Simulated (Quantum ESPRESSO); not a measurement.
The system is ZrC.

```
CELL_PARAMETERS angstrom
0.00000 2.36500 2.36500
2.36500 0.00000 2.36500
2.36500 2.36500 0.00000
ATOMIC_POSITIONS crystal
Zr 0.50000 0.50000 0.50000
C 0.00000 0.00000 0.00000
```

| Quantity | Value |
| --- | --- |
| Program | Quantum ESPRESSO 7.5 |
| Task | phonons |
| Functional | PBEsol |
| Potentials or basis | SPMS 1.0 PBE |
| Cutoff | 1197 eV |
| Density cutoff | 4789 eV |
| k mesh | 10 × 10 × 10 |
| Occupations | gaussian, width 0.136 eV |
| Spin | no spin polarisation |
| Mixing beta | 0.5 |
| Most SCF iterations | 120 |
| SCF threshold | 4e-10 Ry |

The cell and the atoms were relaxed first, to 12.77 Å³/atom (a = 3.306 Å, b = 3.306 Å, c = 3.306 Å, α = 60.00°, β = 60.00°, γ = 60.00°), and the response was taken there.

Which optical modes does the crystal have at the zone centre, and which show in infrared and Raman spectra?

The optical modes are T1u. Infrared active: T1u. None is Raman active.

Optical modes at Γ, degenerate ones joined:
```csv
cm⁻¹,components,symmetry,active in
451,3,T1u,IR
```

Caveat: the potentials were made for another functional, which shifts forces and pressure.
